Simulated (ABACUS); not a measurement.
# AlN (P6_3mc) in ABACUS: further runs

One crystal, AlN, is run at these levels: LDA; tasks: band structure, equation of state.

All numbers are computed with ABACUS 3.10.1; they aren't measurements. Logs are shortened: lines on timing, memory, paths and dates and some standing lists are left out, and cuts for length are marked.

**Experimental background.**

From “Self-assembly of well-separated AlN nanowires directly on sputtered metallic TiN films”, 2019, arxiv:1910.07391, for a bulk crystal of AlN at 10 K: band gap 6.034 eV (an exciton energy, a little under the gap).

The runs below are set against these values where they give the same quantity.

### Step 1. The structure

The structure is hexagonal, space group P6_3mc (No. 186). Conventional cell: a = 3.113 Å, b = 3.113 Å, c = 4.981 Å, α = 90.00°, β = 90.00°, γ = 120.00°. Al (site symmetry 3m) has 4 N at 1.89 Å as nearest neighbours. Around N (site symmetry 3m) lie 4 Al at 1.89 Å.

### Step 2. Band structure, LDA

INPUT

```
INPUT_PARAMETERS
suffix              AlN
calculation         nscf
basis_type          pw
pseudo_dir          ./
symmetry            -1
dft_functional      pz
ecutwfc             84.0
pseudo_rcut         10
nspin               1
nbands              18
ks_solver           dav
smearing_method     fd
smearing_sigma      0.00367493
scf_thr             1e-08
scf_nmax            100
mixing_type         broyden
mixing_beta         0.7
init_chg            file
pw_diag_thr         1e-07
out_band            1
kpar                4
```

STRU

```
ATOMIC_SPECIES
Al 26.9815 Al.upf
N 14.0070 N.upf

LATTICE_CONSTANT
1.8897261246

LATTICE_VECTORS
3.1130000000 0.0000000000 0.0000000000
-1.5565000000 2.6959370820 0.0000000000
0.0000000000 0.0000000000 4.9810000000

ATOMIC_POSITIONS
Direct

Al
0.0
2
0.6666666667 0.3333333333 0.5000000000 1 1 1
0.3333333333 0.6666666667 0.0000000000 1 1 1

N
0.0
2
0.6666666667 0.3333333333 0.8800000000 1 1 1
0.3333333333 0.6666666667 0.3800000000 1 1 1
```

KPT

```
K_POINTS
12
Line
0.00000000 0.00000000 0.00000000 10 // G
0.50000000 0.00000000 0.00000000 10 // M
0.33333333 0.33333333 0.00000000 10 // K
0.00000000 0.00000000 0.00000000 10 // G
0.00000000 0.00000000 0.50000000 10 // A
0.50000000 0.00000000 0.50000000 10 // L
0.33333333 0.33333333 0.50000000 10 // H
0.00000000 0.00000000 0.50000000 1 // A
0.50000000 0.00000000 0.50000000 10 // L
0.50000000 0.00000000 0.00000000 1 // M
0.33333333 0.33333333 0.00000000 10 // K
0.33333333 0.33333333 0.50000000 1 // H
```

Potentials or basis: PseudoDojo NC SR 0.4.1 LDA stringent, plane waves.

The run is started by

```
$ OMP_NUM_THREADS=1 mpirun -np 4 abacus > log
```

running log:

```text
ABACUS v3.10.1

               Atomic-orbital Based Ab-initio Computation at UStc

 ------------------------------------------------------------------------------------

 READING GENERAL INFORMATION
                           global_out_dir = OUT.AlN/
                           global_in_card = INPUT
                               pseudo_dir = ./
                              orbital_dir =
                                    DSIZE = 4
                                    GSIZE = 1

 READING UNITCELL INFORMATION
                                    ntype = 2
                  lattice constant (Bohr) = 1.88973
              lattice constant (Angstrom) = 1

 READING ATOM TYPE 1
                               atom label = Al
                      L=0, number of zeta = 1
                      L=1, number of zeta = 1
                      L=2, number of zeta = 1
             number of atom for this type = 2

 READING ATOM TYPE 2
                               atom label = N
                      L=0, number of zeta = 1
                      L=1, number of zeta = 1
                      L=2, number of zeta = 1
             number of atom for this type = 2

                        TOTAL ATOM NUMBER = 4
DIRECT COORDINATES
    atom                   x                   y                   z     mag                  vx                  vy                  vz
taud_Al1            0.6666666667        0.3333333333        0.5000000000  0.0000        0.0000000000        0.0000000000        0.0000000000
taud_Al2            0.3333333333        0.6666666667        0.0000000000  0.0000        0.0000000000        0.0000000000        0.0000000000
taud_N1            0.6666666667        0.3333333333        0.8800000000  0.0000        0.0000000000        0.0000000000        0.0000000000
taud_N2            0.3333333333        0.6666666667        0.3800000000  0.0000        0.0000000000        0.0000000000        0.0000000000

                          Volume (Bohr^3) = 282.099
                             Volume (A^3) = 41.8028

 Lattice vectors: (Cartesian coordinate: in unit of a_0)
               +3.113                  +0                  +0
              -1.5565            +2.69594                  +0
                   +0                  +0              +4.981
 Reciprocal vectors: (Cartesian coordinate: in unit of 2 pi/a_0)
            +0.321234           +0.185464                  -0
                   -0           +0.370929                  -0
                   +0                  -0           +0.200763
 The esolver type has been set to : ksdft_pw

                PAO radial cut off (Bohr) = 10

 Read in pseudopotential file is Al.upf
                     pseudopotential type = NC
          exchange-correlation functional = SLAPWNOGXNOGC
                 nonlocal core correction = 1
                        valence electrons = 3
                                     lmax = 2
                           number of zeta = 2
                     number of projectors = 6
                           L of projector = 0
                           L of projector = 0
                           L of projector = 1
                           L of projector = 1
                           L of projector = 2
                           L of projector = 2
 XC functional updated to : pz
          exchange-correlation functional = PZ
                PAO radial cut off (Bohr) = 10

 Read in pseudopotential file is N.upf
                     pseudopotential type = NC
          exchange-correlation functional = SLAPWNOGXNOGC
                 nonlocal core correction = 1
                        valence electrons = 5
                                     lmax = 1
                           number of zeta = 2
                     number of projectors = 4
                           L of projector = 0
                           L of projector = 0
                           L of projector = 1
                           L of projector = 1
 XC functional updated to : pz
          exchange-correlation functional = PZ
     initial pseudo atomic orbital number = 16

 SETUP THE ELECTRONS NUMBER
            electron number of element Al = 3
      total electron number of element Al = 6
             electron number of element N = 5
       total electron number of element N = 10
            AUTOSET number of electrons:  = 16
                           occupied bands = 8
                                   NBANDS = 18
                                   NLOCAL = 36

 SETUP THE PLANE WAVE BASIS
 energy cutoff for charge/potential (unit:Ry) = 336
            fft grid for charge/potential = [ 36, 36, 60 ]
                        fft grid division = [ 1, 1, 1 ]
        big fft grid for charge/potential = [ 36, 36, 60 ]
                                     nbxx = 77760
                                     nrxx = 77760

 SETUP PLANE WAVES FOR CHARGE/POTENTIAL
                    number of plane waves = 29383
                         number of sticks = 805

 PARALLEL PW FOR CHARGE/POTENTIAL
     PROC   COLUMNS(POT)             PW
        1            805          29383
 --------------- sum -------------------
        1            805          29383
                            number of |g| = 1419
                                  max |g| = 30.3774
                                  min |g| = 0

----------- Double Check Mixing Parameters Begin ------------
mixing_type: broyden
mixing_beta: 0.7
mixing_gg0: 1
mixing_gg0_min: 0.1
mixing_ndim: 8
----------- Double Check Mixing Parameters End ------------

 SETUP K-POINTS
                                    nspin = 1
                                   nkstot = 93
K-POINTS DIRECT COORDINATES
 KPOINTS    DIRECT_X    DIRECT_Y    DIRECT_Z  WEIGHT
       1  0.00000000  0.00000000  0.00000000  1.0000
       2  0.05000000  0.00000000  0.00000000  1.0000
       3  0.10000000  0.00000000  0.00000000  1.0000
       4  0.15000000  0.00000000  0.00000000  1.0000
       5  0.20000000  0.00000000  0.00000000  1.0000
       6  0.25000000  0.00000000  0.00000000  1.0000
[... 22 lines left out ...]
      29  0.06666667  0.06666667  0.00000000  1.0000
      30  0.03333333  0.03333333  0.00000000  1.0000
[... 63 further k points ...]

           k-point number in this process = 24
       minimum distributed K point number = 23

[... K-POINTS CARTESIAN COORDINATES: 24 rows ...]

[... K-POINTS DIRECT COORDINATES: 24 rows ...]

 SETUP PLANE WAVES FOR WAVE FUNCTIONS
     energy cutoff for wavefunc (unit:Ry) = 84
              fft grid for wave functions = [ 36, 36, 60 ]
                    number of plane waves = 4601
                         number of sticks = 241

 PARALLEL PW FOR WAVE FUNCTIONS
     PROC   COLUMNS(POT)             PW
        1            241           4601
 --------------- sum -------------------
        1            241           4601

 SETUP NONLOCAL PSEUDOPOTENTIALS IN PLANE WAVE BASIS
 Al non-local projectors:
 projector 1 L=0
 projector 2 L=0
 projector 3 L=1
 projector 4 L=1
 projector 5 L=2
 projector 6 L=2
 N non-local projectors:
 projector 1 L=0
 projector 2 L=0
 projector 3 L=1
 projector 4 L=1
      TOTAL NUMBER OF NONLOCAL PROJECTORS = 52

 Init Non-Local PseudoPotential table :
 Init Non-Local-Pseudopotential done.

                                     npwx = 3693

 Make real space PAO into reciprocal space.
       max mesh points in Pseudopotential = 1001
     dq(describe PAO in reciprocal space) = 0.01
                                    max q = 1104

 number of pseudo atomic orbitals for Al is 2
WARNING: norm of atomic wavefunction # 1 of atomic type Al is 0.99999, renormalized
WARNING: norm of atomic wavefunction # 2 of atomic type Al is 0.998923, renormalized

 number of pseudo atomic orbitals for N is 2
WARNING: norm of atomic wavefunction # 2 of atomic type N is 0.999999, renormalized

 -------------------------------------------
 NONSELF-CONSISTENT
 -------------------------------------------
                                 init_chg = file
 try to read charge from file
 Read in the charge density: OUT.AlN//AlN-CHARGE-DENSITY.restart

 PW ALGORITHM --------------- ION=   1  ELEC=   1--------------------------------
 k(1/93) Iter steps (avg)=15 threshold=1e-07
 k(2/93) Iter steps (avg)=16 threshold=1e-07
 k(3/93) Iter steps (avg)=16 threshold=1e-07
 k(4/93) Iter steps (avg)=14 threshold=1e-07
 k(5/93) Iter steps (avg)=16 threshold=1e-07
 k(6/93) Iter steps (avg)=16 threshold=1e-07
 k(7/93) Iter steps (avg)=15 threshold=1e-07
 k(8/93) Iter steps (avg)=16 threshold=1e-07
 k(9/93) Iter steps (avg)=20 threshold=1e-07
 k(10/93) Iter steps (avg)=17 threshold=1e-07
[... 4 lines left out ...]
 k(15/93) Iter steps (avg)=18 threshold=1e-07
 k(16/93) Iter steps (avg)=18 threshold=1e-07
 k(17/93) Iter steps (avg)=17 threshold=1e-07
 k(18/93) Iter steps (avg)=17 threshold=1e-07
 k(19/93) Iter steps (avg)=17 threshold=1e-07
 k(20/93) Iter steps (avg)=18 threshold=1e-07
 k(21/93) Iter steps (avg)=17 threshold=1e-07
 k(22/93) Iter steps (avg)=14 threshold=1e-07
 k(23/93) Iter steps (avg)=13 threshold=1e-07
 k(24/93) Iter steps (avg)=12 threshold=1e-07
[... levels at 24 k points of this process ...]

 Density error is 0.00000000000
                          Error Threshold = 1.00000000000e-07
----------------------------------------------------------
     Energy           Rydberg                 eV
----------------------------------------------------------
 E_KohnSham     -51.3220244630       -698.2719655926
 E_KS(sigma->0) -51.3220244630       -698.2719655926
 E_Harris       -51.3220244630       -698.2719655926
 E_band         1.9432529628         26.4393129491
 E_one_elec     -2.0780080993        -28.2727506401
 E_Hartree      11.2256440895        152.7327233378
 E_xc           -16.9832121689       -231.0684558400
 E_Ewald        -43.4864482844       -591.6634824502
 E_entropy(-TS) -0.0000000000        -0.0000000000
 E_descf        0.0000000000         0.0000000000
 E_exx          0.0000000000         0.0000000000
 E_Fermi        0.6294797218         8.5645109913
----------------------------------------------------------

 charge density convergence is achieved
 final etot is -698.27196559 eV
 EFERMI = 8.5645109913 eV

 STATE ENERGY(eV) AND OCCUPATIONS    NSPIN == 1
 1/24 kpoint (Cartesian) = 0.0000 0.0000 0.0000 (3693 pws)
       1       -8.19646      0.0215054
       2       -5.97173      0.0215054
       3       0.765635      0.0215054
       4        5.95555      0.0215054
       5        5.95555      0.0215054
       6        6.61439      0.0215054
[... 10 lines left out ...]
      17        21.1720        0.00000
      18        21.1720        0.00000

 2/24 kpoint (Cartesian) = 0.016062 0.0092732 0.0000 (3679 pws)
       1       -8.16379      0.0215054
       2       -5.95282      0.0215054
       3       0.803774      0.0215054
       4        5.79989      0.0215054
       5        5.91060      0.0215054
       6        6.45472      0.0215054
[... 10 lines left out ...]
      17        20.6291        0.00000
      18        21.0063        0.00000

 3/24 kpoint (Cartesian) = 0.032123 0.018546 0.0000 (3671 pws)
       1       -8.06675      0.0215054
       2       -5.89780      0.0215054
       3       0.917513      0.0215054
       4        5.36919      0.0215054
       5        5.78941      0.0215054
       6        6.05129      0.0215054
[... 10 lines left out ...]
      17        20.2541        0.00000
      18        20.7831        0.00000

 4/24 kpoint (Cartesian) = 0.048185 0.027820 0.0000 (3667 pws)
       1       -7.90823      0.0215054
       2       -5.81196      0.0215054
       3        1.10475      0.0215054
       4        4.75353      0.0215054
       5        5.52166      0.0215054
       6        5.62002      0.0215054
[... 10 lines left out ...]
      17        20.4458        0.00000
      18        20.9362        0.00000

 5/24 kpoint (Cartesian) = 0.064247 0.037093 0.0000 (3667 pws)
       1       -7.69350      0.0215054
       2       -5.70461      0.0215054
       3        1.36162      0.0215054
       4        4.05197      0.0215054
       5        4.94302      0.0215054
       6        5.42910      0.0215054
[... 10 lines left out ...]
      17        20.8252        0.00000
      18        21.4082        0.00000

 6/24 kpoint (Cartesian) = 0.080308 0.046366 0.0000 (3659 pws)
       1       -7.43080      0.0215054
       2       -5.58963      0.0215054
       3        1.68189      0.0215054
       4        3.34271      0.0215054
       5        4.36306      0.0215054
       6        5.23784      0.0215054
[... 10 lines left out ...]
      17        21.2525        0.00000
      18        22.0507        0.00000

[... levels at 18 further k points ...]

 --------------------------------------------
 !FINAL_ETOT_IS -698.2719655925945 eV
 --------------------------------------------

 Output bands in file: OUT.AlN/BANDS_1.dat
```

Wall time 14 s (4 MPI ranks of Intel Xeon Platinum 8259CL at 2.50GHz (Skylake/Cascade Lake), shared host); peak memory 0.4 GiB.

What came out:

* Band gap along the path: 4.25 eV, direct

Levels at the corners of the path, in eV from the Fermi level:
```tsv
point	band 5	band 6	band 7	band 8	band 9	band 10
Γ	-2.61	-1.95	-1.95	-1.77	2.48	4.79
M	-5.14	-3.85	-3.57	-2.44	3.92	3.95
K	-5.56	-4.21	-4.17	-4.17	3.17	6.49
Γ	-2.61	-1.95	-1.95	-1.77	2.48	4.79
A	-2.29	-2.29	-2.29	-2.29	4.65	4.65
L	-3.22	-3.22	-3.13	-3.13	3.46	3.46
H	-5.64	-5.64	-2.56	-2.56	5.55	5.55
A	-2.29	-2.29	-2.29	-2.29	4.65	4.65
L	-3.22	-3.22	-3.13	-3.13	3.46	3.46
M	-5.14	-3.85	-3.57	-2.44	3.92	3.95
K	-5.56	-4.21	-4.17	-4.17	3.17	6.49
H	-5.64	-5.64	-2.56	-2.56	5.55	5.55
```

Caveat: the density is read from an earlier self-consistent run, whose mesh may be coarse.

(Part 1 of 2 ends here.)
